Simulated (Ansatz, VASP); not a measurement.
**One calculation of Al, two programs**

```
Al
1.0
     0.00000    2.00753    2.00753
     2.00753    0.00000    2.00753
     2.00753    2.00753    0.00000
Al
1
Cartesian
  0.0000 0.0000 0.0000
```

Alike in both runs: functional PBEsol; k mesh 18 × 18 × 18; occupations gaussian, width 0.1 eV; no spin polarisation.

Ansatz relaxed the structure, and its values are those at the end. VASP's run is a single point on that final structure, the one shown.

```csv
,VASP,Ansatz
version,VASP 6.6.1,Ansatz 0.2.0
potentials or method,"VASP PAW PBE potentials, release 64 (Al)","scalar-relativistic, plane waves, PAW"
plane-wave cutoff (eV),520,420
valence electrons in the cell,3,3
```

Ansatz gave:

- gap on the k mesh at the Fermi level (eV): none
- pressure (GPa): 0.0

Task: What did VASP give for the same quantities?

Result: gap on the k mesh at the Fermi level (eV): none; pressure (GPa): 0.1.

A gap of «none» marks a metal or a gap that the smearing closes. With one functional, cell and mesh, what is left measures potentials, basis and numerics. Ansatz warned: «pseudo_functional_mismatch».

Caveats: the PAW data sets were made with another functional, which shifts forces and pressure a little (VASP).
